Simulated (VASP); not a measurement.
## What goes wrong when GaN is relaxed with a bad input

Aim: see how common mistakes in a VASP relaxation show up, on GaN. The starting structure is a measured crystal structure from the Crystallography Open Database. The first relaxation on each setting starts from this cell expanded by 3 % in volume.

Main program and level: VASP 6.6.1; Kohn-Sham DFT with plane waves and PAW; PBEsol.

## Step 1: The starting structure

The structure is hexagonal, space group P6_3mc (No. 186). Conventional cell: a = 3.197 Å, b = 3.197 Å, c = 5.207 Å, α = 90.00°, β = 90.00°, γ = 120.00°. Nearest to Ga lie 4 N at 1.95 to 1.97 Å. N has 4 Ga at 1.95 to 1.97 Å nearest. Farther neighbours and most contacts between anions are not listed.

## Step 2: Reference relaxation

This run starts from the cell of an earlier relaxation, which isn't shown; the restart sets up the plane waves anew.

INCAR

```
SYSTEM = GaN
PREC = Accurate
ENCUT = 520
EDIFF = 1E-06
NELM = 100
ISMEAR = 0
SIGMA = 0.03
LREAL = .FALSE.
ALGO = Normal
GGA = PS
NBANDS = 24
LORBIT = 11
LWAVE = .FALSE.
LCHARG = .FALSE.
KPAR = 8
IBRION = 2
NSW = 50
ISIF = 3
EDIFFG = -0.006
```

POSCAR

```
GaN
1.0
    3.1809192670      0.0000000000      0.0000000000
   -1.5904596335      2.7547568926      0.0000000000
    0.0000000000      0.0000000000      5.1812847602
Ga N
2 2
Direct
    0.3333333333      0.6666666667      0.0916471313
    0.6666666667      0.3333333333      0.5916471313
    0.3333333333      0.6666666667      0.4683528687
    0.6666666667      0.3333333333      0.9683528687
```

KPOINTS

```
Automatic mesh
0
Gamma
8 8 4
0 0 0
```

PAW data sets: Ga_d and N (PBE family, release 64).

Launch:

```console
$ mpirun -np 8 vasp_std
```

The program printed:

```text
[banner, memory and clock lines left out]
running    8 mpi-ranks, on    1 nodes
 distrk:  each k-point on    1 cores,    8 groups
 distr:  one band on    1 cores,    1 groups

 POSCAR found type information on POSCAR GaN
 POSCAR found :  2 types and       4 ions
|                                                                             |
|           W    W    AA    RRRRR   N    N  II  N    N   GGGG   !!!           |
|           W    W   A  A   R    R  NN   N  II  NN   N  G    G  !!!           |
|           W    W  A    A  R    R  N N  N  II  N N  N  G       !!!           |
|           W WW W  AAAAAA  RRRRR   N  N N  II  N  N N  G  GGG   !            |
|           WW  WW  A    A  R   R   N   NN  II  N   NN  G    G                |
|           W    W  A    A  R    R  N    N  II  N    N   GGGG   !!!           |
|                                                                             |
|     For optimal performance we recommend to set                             |
|       NCORE = 2 up to number-of-cores-per-socket                            |
|     NCORE specifies how many cores store one orbital (NPAR=cpu/NCORE).      |
|     This setting can greatly improve the performance of VASP for DFT.       |
|     The default, NCORE=1 might be grossly inefficient on modern             |
|     multi-core architectures or massively parallel machines. Do your        |
|     Unfortunately you need to use the default for GW and RPA                |
|     calculations (for HF NCORE is supported but not extensively tested      |
|     yet).                                                                   |
|                                                                             |

|                                                                             |
|               ----> ADVICE to this user running VASP <----                  |
|                                                                             |
|     You enforced a specific xc type in the INCAR file but a different       |
|     [... a line on the potential file left out ...]
|     I HOPE YOU KNOW WHAT YOU ARE DOING!                                     |
|                                                                             |

 LDA part: xc-table for (Slater+PW92), standard interpolation
 POSCAR, INCAR and KPOINTS ok, starting setup
 FFT: planning ... GRIDC
 FFT: planning ... GRID_SOFT
 FFT: planning ... GRID
 WAVECAR not read
 entering main loop
       N       E                     dE             d eps       ncg     rms          rms(c)
DAV:   1     0.271596047880E+03    0.27160E+03   -0.17964E+04  1568   0.279E+03
DAV:   2     0.269593348079E+01   -0.26890E+03   -0.25780E+03  1608   0.512E+02
DAV:   3    -0.289118125690E+02   -0.31608E+02   -0.31323E+02  1696   0.143E+02
DAV:   4    -0.299051687763E+02   -0.99336E+00   -0.99130E+00  1928   0.283E+01
DAV:   5    -0.299192709801E+02   -0.14102E-01   -0.14101E-01  1624   0.298E+00    0.102E+01
DAV:   6    -0.262491735168E+02    0.36701E+01   -0.10985E+01  2496   0.527E+01    0.307E+00
DAV:   7    -0.263167258326E+02   -0.67552E-01   -0.14259E+00  1496   0.899E+00    0.264E+00
DAV:   8    -0.262938351894E+02    0.22891E-01   -0.23398E-01  2504   0.644E+00    0.984E-01
DAV:   9    -0.262712030695E+02    0.22632E-01   -0.88179E-02  2416   0.487E+00    0.305E-01
DAV:  10    -0.262719970658E+02   -0.79400E-03   -0.47350E-03  1712   0.659E-01    0.850E-02
DAV:  11    -0.262718109048E+02    0.18616E-03   -0.11992E-03  2296   0.628E-01    0.314E-02
DAV:  12    -0.262718226483E+02   -0.11744E-04   -0.12778E-04  1520   0.810E-02    0.337E-02
DAV:  13    -0.262718205361E+02    0.21122E-05   -0.45819E-05  2208   0.785E-02    0.160E-02
DAV:  14    -0.262718205549E+02   -0.18803E-07   -0.67139E-06  1552   0.202E-02
   1 F= -.26271821E+02 E0= -.26271821E+02  d E =-.262718E+02
 curvature:   0.00 expect dE= 0.000E+00 dE for cont linesearch  0.000E+00
 trial: gam= 0.00000 g(F)=  0.129E-05 g(S)=  0.645E-05 ort = 0.000E+00 (trialstep = 0.100E+01)
 search vector abs. value=  0.774E-05
 reached required accuracy - stopping structural energy minimisation
```

It took 4.2 s on 8 MPI ranks of Intel Xeon Platinum 8559C (Emerald Rapids), shared host; peak memory 1.4 GiB; 26 s of CPU time.

Lines that name or quote the potential files are left out of all logs, and their timing lines are given in words.

Parts of OUTCAR (step 2):

```text
ion  position               nearest neighbor table
   1  0.333  0.667  0.092-   4 1.94   4 1.94   4 1.94   3 1.95
   2  0.667  0.333  0.592-   3 1.94   3 1.94   3 1.94   4 1.95
   3  0.333  0.667  0.468-   2 1.94   2 1.94   2 1.94   1 1.95
   4  0.667  0.333  0.968-   1 1.94   1 1.94   1 1.94   2 1.95

  LATTYP: Found a hexagonal cell.
 ALAT       =     3.1809192670
 C/A-ratio  =     1.6288639620

 Subroutine GETGRP returns: Found 12 space group operations
 (whereof  6 operations were pure point group operations)

The static configuration has the point symmetry C_3v.
 The point group associated with its full space group is C_6v.

 Found     30 irreducible k-points:

   k-points           NKPTS =     30   k-points in BZ     NKDIM =     30   number of bands    NBANDS=     24

   dimension x,y,z NGX =    24 NGY =   24 NGZ =   40
   dimension x,y,z NGXF=    48 NGYF=   48 NGZF=   80

   ENCUT  =  520.0 eV  38.22 Ry    6.18 a.u.   5.91  5.91  9.63*2*pi/ulx,y,z

   NELECT =      36.0000    total number of electrons

 k-points in reciprocal lattice and weights: Automatic mesh
   0.00000000  0.00000000  0.00000000       0.004
   0.12500000 -0.00000000  0.00000000       0.023
   0.25000000 -0.00000000  0.00000000       0.023
   0.37500000 -0.00000000  0.00000000       0.023
   0.50000000 -0.00000000  0.00000000       0.012
   0.12500000  0.12500000  0.00000000       0.023
   0.25000000  0.12500000  0.00000000       0.047
   0.37500000  0.12500000  0.00000000       0.047
   0.25000000  0.25000000  0.00000000       0.023
[...]
0.25000000  0.25000000  0.50000000       0.023
   0.37500000  0.25000000  0.50000000       0.023

 average (electrostatic) potential at core
       1 -63.2404       2 -63.2404       3 -62.0882       4 -62.0882

 E-fermi :   5.4323

 k-point     1 :       0.0000    0.0000    0.0000
  band No.  band energies     occupation
    ...
     14       4.2011      2.00000
     15       4.2011      2.00000
     16       5.2111      2.00000
     17       5.2529      2.00000
     18       5.2529      2.00000
     19       7.1621      0.00000
     20       9.4761      0.00000
     21      14.3832      0.00000
     22      15.0848      0.00000
     23      15.0848      0.00000
    ...

 k-point     2 :       0.1250   -0.0000    0.0000
  band No.  band energies     occupation
    ...
     14       3.1262      2.00000
     15       3.8857      2.00000
     16       4.0874      2.00000
     17       5.0519      2.00000
     18       5.1111      2.00000
     19       8.2068      0.00000
     20      10.3462      0.00000
     21      13.8096      0.00000
     22      14.3125      0.00000
     23      15.4703      0.00000
    ...

 k-point     3 :       0.2500   -0.0000    0.0000
  band No.  band energies     occupation
    ...
     14       1.1905      2.00000
     15       2.3609      2.00000
     16       3.2337      2.00000
     17       4.5268      2.00000
     18       4.7462      2.00000
     19       9.5164      0.00000
     20      11.1422      0.00000
     21      12.5522      0.00000
     22      13.7167      0.00000
     23      15.3538      0.00000
    ...

  Total        0.0002729      0.0002729      0.0231285      0.0000000      0.0000000      0.0000000
  in kB        0.0096311      0.0096311      0.8161766      0.0000000      0.0000000      0.0000000
  external PRESSURE =       0.2784796 kB  Pullay stress =       0.0000000 kB

  energy-cutoff  :      520.00
  volume of cell :       45.40
      direct lattice vectors                 reciprocal lattice vectors
     3.180919267  0.000000000  0.000000000     0.314374530  0.181504220  0.000000000
    -1.590459634  2.754756893  0.000000000     0.000000000  0.363008439  0.000000000
     0.000000000  0.000000000  5.181284760     0.000000000  0.000000000  0.193002324

 POSITION                                       TOTAL-FORCE (eV/Angst)
 -----------------------------------------------------------------------------------
     -0.00000      1.83650      0.47485         0.000000     -0.000000      0.002585
      1.59046      0.91825      3.06549        -0.000000     -0.000000      0.002585
     -0.00000      1.83650      2.42667        -0.000000      0.000000     -0.002585
      1.59046      0.91825      5.01731         0.000000     -0.000000     -0.002585
 -----------------------------------------------------------------------------------
    total drift:                               -0.000001     -0.000002      0.000896

  FREE ENERGIE OF THE ION-ELECTRON SYSTEM (eV)
  ---------------------------------------------------
  free  energy   TOTEN  =       -26.2718205549 eV

  energy  without entropy=      -26.2718205549  energy(sigma->0) =      -26.27182055

 reached required accuracy - stopping structural energy minimisation

 total charge
# of ion       s       p       d       tot
------------------------------------------
    1        0.790   0.911  10.185  11.886
    2        0.790   0.911  10.185  11.886
    3        1.217   2.513   0.000   3.730
    4        1.217   2.513   0.000   3.730
--------------------------------------------------
tot          4.014   6.848  20.369  31.231

[... 3 further parts left out ...]
```

CONTCAR:

```
GaN
   1.00000000000000
     3.1809192670000002    0.0000000000000000    0.0000000000000000
    -1.5904596335000001    2.7547568926000001    0.0000000000000000
     0.0000000000000000    0.0000000000000000    5.1812847601999996
  Ga              N
     2     2
Direct
     0.3333333332999970    0.6666666667000030    0.0916471313000002
     0.6666666667000030    0.3333333332999970    0.5916471313000002
     0.3333333332999970    0.6666666667000030    0.4683528687000020
     0.6666666667000030    0.3333333332999970    0.9683528687000020
```

The PAW data sets were made with PBE, which is usual practice but a small mismatch for other functionals. The run keeps the 12 symmetry operations of its start, so it cannot find a distortion of lower symmetry.

The reference relaxation ends at 11.350 Å³ an atom.

## Step 3: Relaxation with a k mesh far too coarse

A slip made on purpose: a k mesh far too coarse. Against step 2 the input has a 2×2×2 mesh (also changed: NELM, NCORE and KPAR).

INCAR, as its differences from that of step 2:

```diff
@@ -4,3 +4,3 @@
 EDIFF = 1E-06
-NELM = 100
+NELM = 60
 ISMEAR = 0
@@ -14,3 +14,3 @@
 LCHARG = .FALSE.
-KPAR = 8
+NCORE = 8
 IBRION = 2
```

POSCAR

```
GaN
1.0
    3.2288575044      0.0000000000      0.0000000000
   -1.6144287522      2.7962726240      0.0000000000
    0.0000000000      0.0000000000      5.2585578085
Ga N
2 2
Direct
    0.3333333333      0.6666666667      0.0912000000
    0.6666666667      0.3333333333      0.5912000000
    0.3333333333      0.6666666667      0.4688000000
    0.6666666667      0.3333333333      0.9688000000
```

KPOINTS

```
Automatic mesh
0
Gamma
2 2 2
0 0 0
```

Launch:

```console
$ mpirun -np 8 vasp_std
```

The program printed:

```text
[banner, memory and clock lines left out]
running    8 mpi-ranks, on    1 nodes
[...]
[... a notice as in an earlier step ...]

 [... a notice as in an earlier step ...]

 LDA part: xc-table for (Slater+PW92), standard interpolation
 POSCAR, INCAR and KPOINTS ok, starting setup
[...]
entering main loop
       N       E                     dE             d eps       ncg     rms          rms(c)
DAV:   1     0.283775931144E+03    0.28378E+03   -0.18206E+04   192   0.276E+03
DAV:   2     0.741667203394E+01   -0.27636E+03   -0.26371E+03   200   0.519E+02
DAV:   3    -0.276574777652E+02   -0.35074E+02   -0.34726E+02   232   0.147E+02
DAV:   4    -0.287714371951E+02   -0.11140E+01   -0.11121E+01   264   0.288E+01
[...]
DAV:  12    -0.245492923097E+02   -0.11149E-04   -0.10730E-04   208   0.748E-02    0.180E-02
DAV:  13    -0.245492928967E+02   -0.58694E-06   -0.17905E-05   248   0.628E-02    0.403E-03
DAV:  14    -0.245492931915E+02   -0.29480E-06   -0.42337E-06   208   0.173E-02
   1 F= -.24549293E+02 E0= -.24549293E+02  d E =-.245493E+02
[... from here on, the cycles between the ionic steps are left out ...]
   2 F= -.24567713E+02 E0= -.24567713E+02  d E =-.184198E-01
   3 F= -.24611084E+02 E0= -.24611084E+02  d E =-.617907E-01
   4 F= -.24611079E+02 E0= -.24611079E+02  d E =-.617855E-01
   5 F= -.24615015E+02 E0= -.24615015E+02  d E =-.393664E-02
   6 F= -.24615621E+02 E0= -.24615621E+02  d E =-.454185E-02
   7 F= -.24615642E+02 E0= -.24615642E+02  d E =-.456318E-02
   8 F= -.24615836E+02 E0= -.24615836E+02  d E =-.193699E-03
   9 F= -.24615946E+02 E0= -.24615946E+02  d E =-.304361E-03
  10 F= -.24615945E+02 E0= -.24615945E+02  d E =-.302682E-03
[...]
reached required accuracy - stopping structural energy minimisation
```

It took 4.4 s on 8 MPI ranks; peak memory 0.8 GiB; 29 s of CPU time.

From OUTCAR (step 3):

```text
  Total        0.0237156      0.0237156     -0.0095630      0.0000000      0.0000000      0.0000000
  in kB        0.8293297      0.8293297     -0.3344159      0.0000000      0.0000000      0.0000000
  external PRESSURE =       0.4414145 kB  Pullay stress =       0.0000000 kB

 POSITION                                       TOTAL-FORCE (eV/Angst)
 -----------------------------------------------------------------------------------
     -0.00000      1.86261      0.45839         0.000000      0.000000      0.005613
      1.61307      0.93131      2.99989        -0.000000     -0.000000      0.005613
     -0.00000      1.86261      2.38809         0.000000     -0.000000     -0.005613
      1.61307      0.93131      4.92959        -0.000000     -0.000000     -0.005613
 -----------------------------------------------------------------------------------
    total drift:                               -0.000001     -0.000002      0.004824

  FREE ENERGIE OF THE ION-ELECTRON SYSTEM (eV)
  ---------------------------------------------------
  free  energy   TOTEN  =       -24.6159445831 eV

  energy  without entropy=      -24.6159445831  energy(sigma->0) =      -24.61594458

[... 1 part as in an earlier step ...]

[... 3 further parts left out ...]
[key lines of the parts left out:]
E-fermi :   5.6826
```

Logs of long relaxations may skip ionic steps without a mark.

With a k mesh far too coarse the cell ends at 11.454 Å³ an atom, +0.91 % from the reference, a by +1.4 % and c by -1.9 %.

## Step 4: Relaxation with a smearing far too wide

A slip made on purpose: a smearing far too wide. Against step 2 the input has SIGMA = 2 (also changed: NELM).

INCAR, as its differences from that of step 3:

```diff
@@ -6,3 +6,3 @@
 ISMEAR = 0
-SIGMA = 0.03
+SIGMA = 2
 LREAL = .FALSE.
@@ -14,3 +14,3 @@
 LCHARG = .FALSE.
-NCORE = 8
+KPAR = 8
 IBRION = 2
```

POSCAR is that of step 3.

KPOINTS

```
Automatic mesh
0
Gamma
8 8 4
0 0 0
```

Launch:

```console
$ mpirun -np 8 vasp_std
```

The program printed:

```text
[banner, memory and clock lines left out]
running    8 mpi-ranks, on    1 nodes
[...]
[... a notice as in an earlier step ...]

 [... a notice as in an earlier step ...]

 LDA part: xc-table for (Slater+PW92), standard interpolation
 POSCAR, INCAR and KPOINTS ok, starting setup
[...]
entering main loop
       N       E                     dE             d eps       ncg     rms          rms(c)
DAV:   1     0.270847315120E+03    0.27085E+03   -0.18276E+04  1544   0.275E+03
DAV:   2     0.301076295809E+01   -0.26784E+03   -0.25565E+03  1632   0.520E+02
DAV:   3    -0.287363854762E+02   -0.31747E+02   -0.31465E+02  1672   0.143E+02
DAV:   4    -0.297521830921E+02   -0.10158E+01   -0.10138E+01  1888   0.288E+01
[...]
DAV:  17    -0.263309968957E+02    0.29942E-05   -0.52424E-06  1520   0.178E-02    0.226E-02
DAV:  18    -0.263309958042E+02    0.10915E-05   -0.34833E-06  1592   0.124E-02    0.106E-02
DAV:  19    -0.263309956445E+02    0.15966E-06   -0.27041E-07   768   0.787E-03
   1 F= -.26330996E+02 E0= -.26056911E+02  d E =-.263310E+02
[... from here on, the cycles between the ionic steps are left out ...]
   2 F= -.26344386E+02 E0= -.26129870E+02  d E =-.133901E-01
   3 F= -.26361773E+02 E0= -.26123652E+02  d E =-.307775E-01
   4 F= -.26361768E+02 E0= -.26124310E+02  d E =-.307721E-01
   5 F= -.26361949E+02 E0= -.26124167E+02  d E =-.181611E-03
   6 F= -.26361974E+02 E0= -.26124023E+02  d E =-.205882E-03
   7 F= -.26362008E+02 E0= -.26123243E+02  d E =-.344003E-04
   8 F= -.26362013E+02 E0= -.26123448E+02  d E =-.389934E-04
[...]
reached required accuracy - stopping structural energy minimisation
```

Elapsed: 16 s, on 8 MPI ranks; peak memory 1.7 GiB.

Parts of OUTCAR (step 4):

```text
  Total        0.0233097      0.0233097      0.0197623      0.0000000      0.0000000     -0.0000000
  in kB        0.8151463      0.8151463      0.6910924      0.0000000      0.0000000     -0.0000000
  external PRESSURE =       0.7737950 kB  Pullay stress =       0.0000000 kB

 POSITION                                       TOTAL-FORCE (eV/Angst)
 -----------------------------------------------------------------------------------
     -0.00000      1.84063      0.47869        -0.000000     -0.000000      0.002252
      1.59404      0.92032      3.08122        -0.000000     -0.000000      0.002252
     -0.00000      1.84063      2.43614         0.000000      0.000000     -0.002252
      1.59404      0.92032      5.03867         0.000000      0.000000     -0.002252
 -----------------------------------------------------------------------------------
    total drift:                               -0.000001     -0.000002      0.001771

  FREE ENERGIE OF THE ION-ELECTRON SYSTEM (eV)
  ---------------------------------------------------
  free  energy   TOTEN  =       -26.3620126300 eV

  energy  without entropy=      -25.8848837273  energy(sigma->0) =      -26.12344818

[... 2 parts as in an earlier step ...]

[... 2 further parts left out ...]
[key lines of the parts left out:]
E-fermi :   7.0014
```

With a smearing far too wide the cell ends at 11.454 Å³ an atom, +0.91 % from the reference.

[end of part 1 of 2]

[Lines on the potential files, build, host, timing and source positions are cut from VASP's logs without a mark.]

[Logs are printed without paths, hosts, clocks, repeated set-up lines and the standing remarks that a program may print on its own settings, such as how far it seeks lower states.]

[Hosts, paths, dates, database ids (printed as entryN), source tags and the programs' standing remarks are cut or masked in the printed files.]
